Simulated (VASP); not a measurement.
# SnSe: relaxation of cell and atoms with PBEsol

SnSe:

```
CELL_PARAMETERS angstrom
0.00000 3.01043 3.01043
3.01043 0.00000 3.01043
3.01043 3.01043 0.00000
ATOMIC_POSITIONS crystal
Sn 0.00000 0.00000 0.00000
Se 0.50000 0.50000 0.50000
```

Measurements of this composition are mostly on another form, of space group No. 62.

| Item | Value |
| --- | --- |
| Program | VASP 6.6.1 |
| Task | relaxation of cell and atoms |
| Functional | PBEsol |
| Potentials or basis | VASP PAW PBE potentials, release 64 (Sn_d, Se) |
| Cutoff | 300 eV |
| k mesh | 10 × 10 × 10 |
| Occupations | gaussian, width 0.1 eV |
| Spin | no spin polarisation |
| Further INCAR settings | ALGO = Normal; EDIFF = 1e-07; IBRION = 2; EDIFFG = -0.005; NSW = 90; ISIF = 3 |

```
Relaxed volume                         : 26.21 Å³/atom
Relaxed cell                           : a = 4.201 Å, b = 4.201 Å, c = 4.201 Å, α = 60.00°, β = 60.00°, γ = 60.00°
Space group after relaxing (to 0.05 Å) : Fm-3m (No. 225)
Energy gained by relaxing              : 7.1 meV/atom
Ionic steps                            : 3
Pressure after relaxing                : 0.0 GPa
Band gap on the k mesh                 : 0.47 eV, indirect (least direct gap 0.58 eV)
```

Step by step:
```csv
step,energy change (eV),largest force (eV/Å),pressure (GPa),volume (Å³)
1,0.0000,0.0000,-2.06,54.57
2,-0.0131,0.0000,0.65,51.84
3,-0.0142,0.0000,0.01,52.43
```

Final structure:
```cif
data_structure
_symmetry_space_group_name_H-M 'P 1'
_symmetry_Int_Tables_number 1
_cell_length_a 4.2010
_cell_length_b 4.2010
_cell_length_c 4.2010
_cell_angle_alpha 60.000
_cell_angle_beta 60.000
_cell_angle_gamma 60.000
_cell_volume 52.43
loop_
_atom_site_label
_atom_site_type_symbol
_atom_site_fract_x
_atom_site_fract_y
_atom_site_fract_z
_atom_site_occupancy
Sn1 Sn 0.00000 0.00000 0.00000 1
Se1 Se 0.50000 0.50000 0.50000 1
```

Levels at points of the mesh, in eV from the valence-band top:
| k point | band 6 | band 7 | band 8 | band 9 | band 10 | band 11 | band 12 | band 13 | band 14 |
| --- | --- | --- | --- | --- | --- | --- | --- | --- | --- |
| (0.00, 0.00, 0.00) | -14.13 | -4.95 | -2.27 | -2.27 | -2.27 | 4.46 | 4.46 | 4.46 | 5.78 |
| (0.50, 0.00, 0.00) | -13.10 | -8.27 | -2.01 | -2.01 | -0.09 | 0.74 | 1.21 | 1.21 | 8.26 |
| (0.50, 0.50, 0.00) | -12.78 | -6.03 | -5.76 | -3.81 | -3.81 | 2.81 | 5.57 | 5.57 | 6.21 |

Run time: 12 s on 1 thread of Intel(R) Xeon(R) 6975P-C (Granite Rapids), on a shared host, peak memory 0.15 GiB.

Caveat: the PAW data sets were made with another functional, which shifts forces and pressure a little; spin-orbit coupling is left out, which moves the levels of the heavy elements. A k mesh can miss the band edges.
